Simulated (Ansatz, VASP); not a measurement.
## Two plane-wave programs on AgCl

The input INCAR:

```
SYSTEM = AgCl
ALGO = Normal
EDIFF = 1E-6
ENCUT = 520
GGA = PS
ISIF = 2
ISMEAR = 0
LASPH = .True.
LCHARG = .False.
LREAL = .False.
LWAVE = .False.
NBANDS = 16
NELM = 100
PREC = Accurate
SIGMA = 0.05
```

Contents of KPOINTS:

```
k-points
0
Gamma
  8 8 8
  0 0 0
```

File POSCAR:

```
AgCl
1.0
    0.0000000000      2.7731500000      2.7315527500
    2.7731500000      0.0000000000      2.7315527500
    2.7731500000      2.7731500000      0.0000000000
Ag Cl
1 1
Direct
    0.5000000000      0.5000000000      0.5000000000
    0.0000000000      0.0000000000      0.0000000000
```

Input for Ansatz:

```yaml
crystal:
  lattice:
    - [0.0, 2.77315, 2.73155275]
    - [2.77315, 0.0, 2.73155275]
    - [2.77315, 2.77315, 0.0]
  atoms:
    - { symbol: Ag, position: [0.5, 0.5, 0.5] }
    - { symbol: Cl, position: [0.0, 0.0, 0.0] }
basis:
  ecutwfc: 420
kpoints:
  mp_grid: { grid: [8, 8, 8] }
hamiltonian:
  xc: pbesol
scf:
  occupations: { method: gaussian, width: 0.05 }
output:
  forces: true
  stress: true
  eigenvalues: true
```

Change from the starting cell: strain +0.000 along x and y, -0.015 along z, atoms carried along.

Alike in both runs: task single point; functional PBEsol; k mesh 8 × 8 × 8; occupations gaussian, width 0.05 eV; no spin polarisation.

|  | VASP | Ansatz |
| --- | --- | --- |
| version | VASP 6.6.1 | Ansatz 0.2.0 |
| potentials or method | VASP PAW PBE potentials, release 64 (Ag, Cl) | scalar-relativistic, plane waves, PAW |
| plane-wave cutoff (eV) | 520 | 420 |
| valence electrons in the cell | 18 | 26 |

|  | VASP | Ansatz | Ansatz less VASP |
| --- | --- | --- | --- |
| gap on the k mesh at the Fermi level (eV) | 0.68 | 0.68 | +0.003 |
| least direct gap on the mesh (eV) | 3.09 | 3.09 | +0.002 |
| pressure (GPa) | -2.1 | -2.0 | +0.10 |
| largest component of the traceless stress (GPa) | 0.18 | 0.18 | +0.005 |

The two sets of potentials don't hold the same shells in valence.

Caveats: the PAW data sets were made with another functional, which shifts forces and pressure a little (VASP). A k mesh can miss the band edges.
